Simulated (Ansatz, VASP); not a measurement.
## One calculation of Pt, two programs

```
Pt
1.0
     0.00000    1.95790    1.95790
     1.95790    0.00000    1.95790
     1.95790    1.95790    0.00000
Pt
1
Direct
  0.00000 0.00000 0.00000
```

Alike in both runs: task relaxation of cell and atoms; functional PBE; dispersion D3(BJ); k mesh 18 × 18 × 18; occupations gaussian, width 0.1 eV; no spin polarisation.

|  | VASP | Ansatz |
| --- | --- | --- |
| version | VASP 6.6.1 | Ansatz 0.2.0 |
| potentials or method | VASP PAW PBE potentials, release 64 (Pt) | scalar-relativistic, plane waves, PAW |
| plane-wave cutoff (eV) | 600 | 420 |
| valence electrons in the cell | 10 | 18 |

Ansatz gave:

* gap on the k mesh at the Fermi level, each at its own relaxed structure (eV): none
* relaxed volume (Å³/atom): 15.16
* relaxed cell length with the largest relative difference (Å): 2.778
* energy change over the relaxation (meV/atom): -1

Q: Which values does VASP return?

A: gap on the k mesh at the Fermi level, each at its own relaxed structure (eV): none; relaxed volume (Å³/atom): 15.13; relaxed cell length with the largest relative difference (Å): 2.776; energy change over the relaxation (meV/atom): -1.

A gap of «none» marks a metal or a gap that the smearing closes. The two sets of potentials don't hold the same shells in valence.

Caveats: pairwise dispersion overbinds metals, which lowers pressure and volume. Spin-orbit coupling is left out, which matters for the levels of Pt. Zero-point motion and thermal expansion aren't in these numbers.
